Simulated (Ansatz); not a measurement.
# Ni: which magnetic state does the SCF reach?, part 2 of 2

Aim: see which self-consistent states Ni reaches from different starts at one fixed geometry, and which of them is lowest. System: Ni, the deposited crystal structure (space group Fm-3m, primitive cell doubled); the cell holds 2 atoms. Source: COD entry 4320510; the sample's temperature and pressure aren't taken into account.

Ansatz 0.2.0; DFT PBEsol, PAW, plane waves, scalar-relativistic.

## 5. Spin on, no moments given (the program may seed its own), plain SCF

Contents of input.yaml:

```yaml
crystal:
  lattice:
    - [0.0, 3.53974, 3.53974]
    - [1.76987, 0.0, 1.76987]
    - [1.76987, 1.76987, 0.0]
  atoms:
    - { symbol: Ni, position: [0.0, 0.0, 0.0] }
    - { symbol: Ni, position: [0.5, 0.0, 0.0] }
hamiltonian:
  xc: pbesol
  pseudopotentials: { kind: paw }
basis:
  ecutwfc: 420
kpoints:
  mp_grid: { grid: [7, 13, 13] }
scf:
  occupations: { method: fermi_dirac, width: 0.05 }
  lower_state_search: "off"
output:
  forces: true
  stress: true
magnetization:
  spin_polarized: true
```

The run is started by

```bash
ansatz run input.yaml --threads 2 --pin off --max-ram 5120MiB --backend cpu --events-out ev --progress --plain --runs-dir out
```

What it wrote, cut to the lines that bear on the results:

```text
[... 1 line as in an earlier run ...]
band count auto-derived: 24 (N_el = 36.0; filled up to band 18; 22 by the electrons, moments and atoms)
[... 18 lines as in an earlier run ...]
[...]
SCF iter   1: F=—  HF=-11608.474440 eV  |F-HF|=—  |Δ(HF+E_count)|=         —  Δρ=1.92e-1 (↑1.70e-1 ↓1.92e-1)  dr2=9.47e-2  dr2_m=6.66e0  M=2.598 μB ∫|m|=2.598 μB  ethr=7.72e-5  ⟨swp⟩=1.3  Hψ=39303  notcnv=0
[...]
SCF iter  11: F=-11609.901403 eV  HF=-11609.901403 eV  |F-HF|=1.76e-9  |Δ(HF+E_count)|=   6.56e-9  Δρ=6.09e-6 (↑2.94e-6 ↓6.09e-6)  dr2=2.54e-9  dr2_m=2.37e-9  M=1.247 μB ∫|m|=1.418 μB  ethr=1.92e-10  ⟨swp⟩=2.7  Hψ=49225  notcnv=0
[...]
SCF converged after 11 iterations
Magnetization: 1.2473 μB (18.6236 up, 17.3764 down)
Absolute magnetization: 1.4200 μB (∫|ρ↑−ρ↓|, with the PAW one-centre terms)
Spin contamination: 0.0125 ħ² per cell (⟨S²⟩ above its minimum at these occupations)
Per-site moments (μB) at R_I (Å): [(0.6601998341527823, 1.0324768400253739), (0.6601998341527823, 1.0324768400253739)]
Free energy (F): -11609.901403 eV
[...]
E sigma→0 (E₀):  -11609.886793 eV
Entropy (-TS):   -0.029221 eV (-14.611 meV/atom)
Fermi energy:    17.573369 eV
[... 25 lines left out: energy terms, forces, stress ...]
```

Run time: 15 s. Hardware: 2 threads of Intel Xeon Platinum 8375C at 2.90GHz (Ice Lake), shared host; peak memory 0.56 GiB.

The run ends in the same state as step 2 (ferromagnetic); it took 11 iterations.

## 6. Parallel moments scaled by 0.2, plain SCF

Edit input.yaml of step 5 so:

```diff
@@ -6,4 +6,6 @@
   atoms:
-    - { symbol: Ni, position: [0.0, 0.0, 0.0] }
-    - { symbol: Ni, position: [0.5, 0.0, 0.0] }
+    - { symbol: Ni, position: [0.0, 0.0, 0.0], spin: 0.4 }
+    - { symbol: Ni, position: [0.5, 0.0, 0.0], spin: 0.4 }
+magnetization:
+  spin_polarized: true
 hamiltonian:
@@ -21,3 +23 @@
   stress: true
-magnetization:
-  spin_polarized: true
```

The run is started by

```bash
ansatz run input.yaml --threads 2 --pin off --max-ram 5120MiB --backend cpu --events-out ev --progress --plain --runs-dir out
```

What it wrote, cut to the lines that bear on the results:

```text
[... 9 lines as in an earlier run ...]
Bands: 23, of which v1, the nominal top of the filled ones, is band 18 counted from 1 (17 counted from 0)
[... 7 lines as in an earlier run ...]
Starting moments: Σ|m| = 0.8 μB on 2 of 2 sites
[... 2 lines as in an earlier run ...]
[...]
SCF iter   1: F=—  HF=-11609.834612 eV  |F-HF|=—  |Δ(HF+E_count)|=         —  Δρ=3.95e-2 (↑3.95e-2 ↓3.06e-2)  dr2=2.28e-2  dr2_m=2.31e-1  M=1.087 μB ∫|m|=1.110 μB  β_m=1.00  ethr=6.35e-5  ⟨swp⟩=1.0  Hψ=74770  notcnv=0
[...]
spin-set hold released at iteration 7 (site moments contracting): the magnetisation degrees of freedom join the quasi-Newton model from the next iteration; the mixer history was flushed
[...]
SCF iter  13: F=-11609.901403 eV  HF=-11609.901403 eV  |F-HF|=5.01e-8  |Δ(HF+E_count)|=   1.64e-6  Δρ=1.53e-5 (↑1.53e-5 ↓8.88e-6)  dr2=5.49e-8  dr2_m=5.62e-9  M=1.247 μB ∫|m|=1.418 μB  ethr=2.78e-10  ⟨swp⟩=3.6  Hψ=60896  notcnv=0
[...]
SCF converged after 13 iterations
Magnetization: 1.2473 μB (18.6236 up, 17.3764 down)
Absolute magnetization: 1.4199 μB (∫|ρ↑−ρ↓|, with the PAW one-centre terms)
Spin contamination: 0.0125 ħ² per cell (⟨S²⟩ above its minimum at these occupations)
Per-site moments (μB) at R_I (Å): [(0.6601898813137039, 1.0324768400253739), (0.6601898813137042, 1.0324768400253739)]
Free energy (F): -11609.901403 eV
[...]
E sigma→0 (E₀):  -11609.886792 eV
Entropy (-TS):   -0.029222 eV (-14.611 meV/atom)
Fermi energy:    17.573207 eV
[... 25 lines left out: energy terms, forces, stress ...]
```

It took 17 s on 2 threads of Intel Xeon Platinum 8375C at 2.90GHz (Ice Lake), shared host; peak memory 0.54 GiB.

Nothing new: the 13 iterations lead to the state found in step 2 (ferromagnetic).

## 7. Moments ++ scaled by 0.65, plain SCF

Edit input.yaml of step 6 so:

```diff
@@ -6,4 +6,4 @@
   atoms:
-    - { symbol: Ni, position: [0.0, 0.0, 0.0], spin: 0.4 }
-    - { symbol: Ni, position: [0.5, 0.0, 0.0], spin: 0.4 }
+    - { symbol: Ni, position: [0.0, 0.0, 0.0], spin: 1.3 }
+    - { symbol: Ni, position: [0.5, 0.0, 0.0], spin: 1.3 }
 magnetization:
@@ -23 +23,5 @@
   stress: true
+  write_density: true
+  write_potential: true
+  elf: true
+  volumetric_format: npy
```

The run is started by

```bash
ansatz run input.yaml --threads 2 --pin off --max-ram 5120MiB --backend cpu --events-out ev --progress --plain --runs-dir out
```

What it wrote, cut to the lines that bear on the results:

```text
[... 17 lines as in an earlier run ...]
Starting moments: Σ|m| = 2.6 μB on 2 of 2 sites
[... 2 lines as in an earlier run ...]
[...]
SCF iter   1: F=—  HF=-11609.733422 eV  |F-HF|=—  |Δ(HF+E_count)|=         —  Δρ=4.87e-2 (↑4.37e-2 ↓4.87e-2)  dr2=1.01e-2  dr2_m=4.18e-1  M=1.599 μB ∫|m|=1.703 μB  β_m=0.30  ethr=2.81e-5  ⟨swp⟩=1.4  Hψ=78623  notcnv=0
[...]
spin-set hold released at iteration 8 (site moments contracting): the magnetisation degrees of freedom join the quasi-Newton model from the next iteration; the mixer history was flushed
[...]
SCF iter  15: F=-11609.901403 eV  HF=-11609.901403 eV  |F-HF|=1.42e-10  |Δ(HF+E_count)|=   5.19e-8  Δρ=4.18e-6 (↑8.11e-7 ↓4.18e-6)  dr2=9.61e-10  dr2_m=1.12e-9  M=1.247 μB ∫|m|=1.418 μB  ethr=4.48e-11  ⟨swp⟩=5.3  Hψ=81499  notcnv=0
[...]
SCF converged after 15 iterations
Magnetization: 1.2473 μB (18.6237 up, 17.3763 down)
Absolute magnetization: 1.4200 μB (∫|ρ↑−ρ↓|, with the PAW one-centre terms)
Spin contamination: 0.0125 ħ² per cell (⟨S²⟩ above its minimum at these occupations)
Per-site moments (μB) at R_I (Å): [(0.6602133909773176, 1.0324768400253739), (0.6602133909773177, 1.0324768400253739)]
Free energy (F): -11609.901403 eV
[...]
E sigma→0 (E₀):  -11609.886793 eV
Entropy (-TS):   -0.029221 eV (-14.611 meV/atom)
Fermi energy:    17.573352 eV
[... 30 lines left out: energy terms, forces, stress, bands ...]
```

Run time: 16 s. Hardware: 2 threads of Intel Xeon Platinum 8375C at 2.90GHz (Ice Lake), shared host; peak memory 0.57 GiB.

The run ends in the same state as step 2 (ferromagnetic); it took 15 iterations.

## 8. A moment on one site alone, plain SCF

Edit input.yaml of step 7 so:

```diff
@@ -6,4 +6,4 @@
   atoms:
-    - { symbol: Ni, position: [0.0, 0.0, 0.0], spin: 1.3 }
-    - { symbol: Ni, position: [0.5, 0.0, 0.0], spin: 1.3 }
+    - { symbol: Ni, position: [0.0, 0.0, 0.0] }
+    - { symbol: Ni, position: [0.5, 0.0, 0.0], spin: 2.0 }
 magnetization:
```

The run is started by

```bash
ansatz run input.yaml --threads 2 --pin off --max-ram 5120MiB --backend cpu --events-out ev --progress --plain --runs-dir out
```

What it wrote, cut to the lines that bear on the results:

```text
[... 17 lines as in an earlier run ...]
Starting moments: Σ|m| = 2 μB on 1 of 2 sites
[... 2 lines as in an earlier run ...]
SCF iter   1: F=—  HF=-11609.692573 eV  |F-HF|=—  |Δ(HF+E_count)|=         —  Δρ=1.07e-1 (↑1.07e-1 ↓3.09e-2)  dr2=2.86e0  dr2_m=6.14e-1  M=1.400 μB ∫|m|=1.509 μB  β_m=0.30  ethr=3.10e-3  ⟨swp⟩=5.2  Hψ=54745  notcnv=0
[...]
spin-set hold released at iteration 5 (the charge has settled, or the pull on large starting moments outlasts its swing): the magnetisation degrees of freedom join the quasi-Newton model from the next iteration; the mixer history was flushed
[...]
SCF iter  24: F=-11609.901403 eV  HF=-11609.901403 eV  |F-HF|=8.15e-9  |Δ(HF+E_count)|=   8.55e-9  Δρ=7.44e-6 (↑4.41e-6 ↓7.44e-6)  dr2=1.05e-8  dr2_m=3.29e-9  M=1.247 μB ∫|m|=1.418 μB  ethr=2.78e-10  ⟨swp⟩=7.1  Hψ=85200  notcnv=0
[...]
SCF converged after 24 iterations
Magnetization: 1.2473 μB (18.6236 up, 17.3764 down)
Absolute magnetization: 1.4200 μB (∫|ρ↑−ρ↓|, with the PAW one-centre terms)
Spin contamination: 0.0125 ħ² per cell (⟨S²⟩ above its minimum at these occupations)
Per-site moments (μB) at R_I (Å): [(0.6601908178457383, 1.0324768400253739), (0.6602128337775172, 1.0324768400253739)]
Free energy (F): -11609.901403 eV
[...]
E sigma→0 (E₀):  -11609.886793 eV
Entropy (-TS):   -0.029221 eV (-14.611 meV/atom)
Fermi energy:    17.573341 eV
[... 30 lines left out: energy terms, forces, stress, bands ...]
```

It took 24 s on 2 threads of Intel Xeon Platinum 8375C at 2.90GHz (Ice Lake), shared host; peak memory 0.57 GiB.

Nothing new: the 24 iterations lead to the state found in step 2 (ferromagnetic).

## 9. Parallel moments, Broyden mixing, no switch to direct minimisation

Edit input.yaml of step 8 so:

```diff
@@ -6,3 +6,3 @@
   atoms:
-    - { symbol: Ni, position: [0.0, 0.0, 0.0] }
+    - { symbol: Ni, position: [0.0, 0.0, 0.0], spin: 2.0 }
     - { symbol: Ni, position: [0.5, 0.0, 0.0], spin: 2.0 }
@@ -20,2 +20,4 @@
   lower_state_search: "off"
+  algorithm: density_mixing
+  mixing: { algorithm: broyden, beta: 0.3 }
 output:
```

The run is started by

```bash
ansatz run input.yaml --threads 2 --pin off --max-ram 5120MiB --backend cpu --events-out ev --progress --plain --runs-dir out
```

What it wrote, cut to the lines that bear on the results:

```text
[... 17 lines as in an earlier run ...]
Starting moments: Σ|m| = 4 μB on 2 of 2 sites
[... 3 lines as in an earlier run ...]
SCF iter   1: F=—  HF=-11609.356158 eV  |F-HF|=—  |Δ(HF+E_count)|=         —  Δρ=1.22e-1 (↑1.22e-1 ↓1.15e-1)  dr2=2.49e-2  dr2_m=2.85e0  M=1.903 μB ∫|m|=2.112 μB  β_m=0.57  ethr=6.90e-5  ⟨swp⟩=1.0  Hψ=78152  notcnv=0
[...]
[... 1 line as in an earlier run ...]
[...]
SCF iter  15: F=-11609.901403 eV  HF=-11609.901403 eV  |F-HF|=2.84e-9  |Δ(HF+E_count)|=   2.65e-8  Δρ=2.75e-6 (↑1.96e-6 ↓2.75e-6)  dr2=8.26e-10  dr2_m=1.39e-10  M=1.247 μB ∫|m|=1.418 μB  ethr=4.68e-11  ⟨swp⟩=5.1  Hψ=80775  notcnv=0
[...]
this state was not tested for a lower state beside it, because the mixer in use, unlike msr1, does not test its closes by its own steps (another_mixer; see scf.mixing.algorithm and scf.lower_state_search)
SCF converged after 15 iterations
Magnetization: 1.2473 μB (18.6237 up, 17.3763 down)
Absolute magnetization: 1.4200 μB (∫|ρ↑−ρ↓|, with the PAW one-centre terms)
Spin contamination: 0.0125 ħ² per cell (⟨S²⟩ above its minimum at these occupations)
Per-site moments (μB) at R_I (Å): [(0.6602091430751305, 1.0324768400253739), (0.6602091430751305, 1.0324768400253739)]
Free energy (F): -11609.901403 eV
[...]
E sigma→0 (E₀):  -11609.886793 eV
Entropy (-TS):   -0.029221 eV (-14.611 meV/atom)
Fermi energy:    17.573360 eV
[... 30 lines left out: energy terms, forces, stress, bands ...]
```

Run time: 21 s. Hardware: 2 threads of Intel Xeon Platinum 8375C at 2.90GHz (Ice Lake), shared host; peak memory 0.57 GiB.

Nothing new: the 15 iterations lead to the state found in step 2 (ferromagnetic).

## 10. Comparing the starts

```
step  iterations  state  moments of Ni1 Ni2 (μB)  total (μB)  gap (eV)  pressure (GPa)  above lowest (meV/atom)
   2          10      1                0.66 0.66        1.25      none           -13.0                      0.0
   3          13      2               0.28 -0.28        0.00      none           -13.6                     52.4
   4           6      3                0.00 0.00        0.00      none           -13.9                     54.4
   5          11      1                0.66 0.66        1.25      none           -13.0                      0.0
   6          13      1                0.66 0.66        1.25      none           -13.0                      0.0
   7          15      1                0.66 0.66        1.25      none           -13.0                      0.0
   8          24      1                0.66 0.66        1.25      none           -13.0                      0.0
   9          15      1                0.66 0.66        1.25      none           -13.0                      0.0
```

States are numbered from the lowest. Starts by step: 2 parallel moments, plain SCF; 3 opposed moments +-, plain SCF; 4 no spin polarisation; 5 spin on, no moments given (the program may seed its own), plain SCF; 6 parallel moments scaled by 0.2, plain SCF; 7 moments ++ scaled by 0.65, plain SCF; 8 a moment on one site alone, plain SCF; 9 parallel moments, Broyden mixing, no switch to direct minimisation.

The 8 runs of this session took 2.1 min in all, from 6.6 s to 24 s each.

Decimal logarithm of the largest residual (eV) by iteration, counted through all cycles of a run (7 of the 8 runs):

```
iteration  step 2  step 3  step 4  step 5  step 6  step 7  step 9
        1     0.5     0.5    -1.1     0.8    -0.6    -0.4     0.5
        2     0.2     0.3    -1.9    -0.4    -1.7    -0.5    -0.1
        3     0.4     0.2    -3.8    -0.6    -2.6    -0.7    -2.3
        4    -1.8    -1.5    -4.9    -0.3    -3.0    -0.9    -2.0
        5    -3.0    -2.4    -6.8    -2.9    -3.1    -1.1    -2.3
        6    -3.5    -2.8    -7.7    -3.2    -3.4    -1.3    -2.8
        7    -4.6    -4.2       -    -3.4    -3.5    -1.5    -3.4
        9    -7.3    -5.2       -    -6.2    -2.9    -1.9    -4.3
       10    -8.4    -5.6       -    -7.2    -2.5    -2.4    -5.6
       11       -    -6.9       -    -8.6    -3.5    -4.4    -5.9
       12       -    -8.3       -       -    -5.0    -5.0    -7.5
       14       -       -       -       -       -    -7.3    -7.3
       15       -       -       -       -       -    -9.0    -9.1
```

## 11. Summary of results

What follows sums up all 2 parts.

```
                      quantity                                                      value
               distinct states                                    3 from 8 converged runs
lowest state from plain starts                                              ferromagnetic
                   its moments                                      Ni1 0.66, Ni2 0.66 μB
                  total moment                                           1.25 μB per cell
             gap on the k-mesh                                                       none
                      pressure                                                  -13.0 GPa
                 largest force                                                 0.000 eV/Å
                    next state                    antiferromagnetic, 52.4 meV/atom higher
                 highest state  non-magnetic (no spin polarisation), 54.4 meV/atom higher
```

In words: Distinct end states: 3, from 8 converged runs. Switching spin polarisation off costs 54.4 meV/atom in free energy, smearing entropy included. The best antiferromagnetic state lies 52.4 meV/atom above the best ferromagnetic one. The search isn't exhaustive: larger magnetic cells and non-collinear orders weren't tried. The mesh has less symmetry than the lattice, which lowers the symmetry of the run.
